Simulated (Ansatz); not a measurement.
# SrO: an axial (c/a) deformation path

An exercise on one series of results from a longer session: the logs are not shown, and one member is left open.

Computed with Ansatz 0.2.0 (DFT PBEsol, scalar-relativistic, plane waves, PAW, unless a step's input says otherwise).

## The system as given

It takes space group P6_3/mmc (No. 194, hexagonal). Conventional cell: a = 3.553 Å, b = 3.553 Å, c = 6.217 Å, α = 90.00°, β = 90.00°, γ = 120.00°. Sr (site symmetry -6m2) has 6 O at 2.57 Å as nearest neighbours. O (site symmetry -3m) is surrounded by 6 Sr at 2.57 Å.

Coordinates:

```
Sr O
1.0
     3.55329    0.00000    0.00000
    -1.77664    3.07724    0.00000
     0.00000    0.00000    6.21730
Sr O
2 2
Cartesian
  0.0000 2.0515 1.5543
  1.7766 1.0257 4.6630
  0.0000 0.0000 0.0000
  0.0000 0.0000 3.1087
```

It goes back to an entry of the Materials Project, which need not be the stable form.

The cell is taken as given, not relaxed at this level.

Set-up of the first run:

At fixed volume and fractional coordinates, lengths along (0.000, 0.000, 1.000) are scaled against those across it; ρ is that ratio over its starting value.

input.yaml

```yaml
crystal:
  lattice:
    - [3.7510896605, 0.0, 0.0]
    - [-1.8755448302, 3.2485389379, 0.0]
    - [0.0, 0.0, 5.5788932591]
  atoms:
    - { symbol: Sr, position: [0.3333333333, 0.6666666667, 0.25] }
    - { symbol: Sr, position: [0.6666666667, 0.3333333333, 0.75] }
    - { symbol: O, position: [0.0, 0.0, 0.0] }
    - { symbol: O, position: [0.0, 0.0, 0.5] }
basis:
  ecutwfc: 420
kpoints:
  mp_grid: { grid: [9, 9, 4] }
hamiltonian:
  xc: pbesol
scf:
  occupations: { method: gaussian, width: 0.05 }
output:
  forces: true
  stress: true
  eigenvalues: true
```

Run with:

```console
$ ansatz run input.yaml --threads 1 --pin off --max-ram 1228MiB --backend cpu --events-out ev --progress --plain --runs-dir out
```

Among the steps run: ρ = 0.850; At ρ = 1.200; Point ρ = 0.920; Point ρ = 1.100; ρ = 0.960; At ρ = 1.050; Point ρ = 0.800; At ρ = 1.300.

One table of the session follows, with a row left open; its other results are not shown here.

It belongs to the step «The scan collected». The scan, with free energies counted from the undisturbed cell:

```
    ρ  ΔE (meV/atom)  pressure (GPa)  gap on the mesh (eV)
0.800          289.1            -1.0                  1.00
0.850              ?               ?                     ?
0.920           40.2            -1.8                  2.40
0.960            9.0            -2.1                  2.71
1.000            0.0            -2.4                  2.93
1.050           17.8            -2.9                  3.08
1.100           65.7            -3.5                  3.06
1.200          243.4            -4.6                  2.43
1.300          518.4            -5.5                  1.48
```

**Question.** Estimate the row for ρ = 0.850.

Worked estimate for «ΔE (meV/atom)». A straight line through the neighbours (0.800, 289.1) and (0.920, 40.2) gives 289.1 + (40.2 − 289.1) × (0.850 − 0.800) / (0.920 − 0.800) = 185.4; a parabola fitted to 3 rows on both sides gives 157.1.

**Answer.** ΔE (meV/atom): 154.4; pressure (GPa): -1.3; gap on the mesh (eV): 1.67. In «ΔE (meV/atom)» the line misses by +31.0 and the parabola by +2.7.
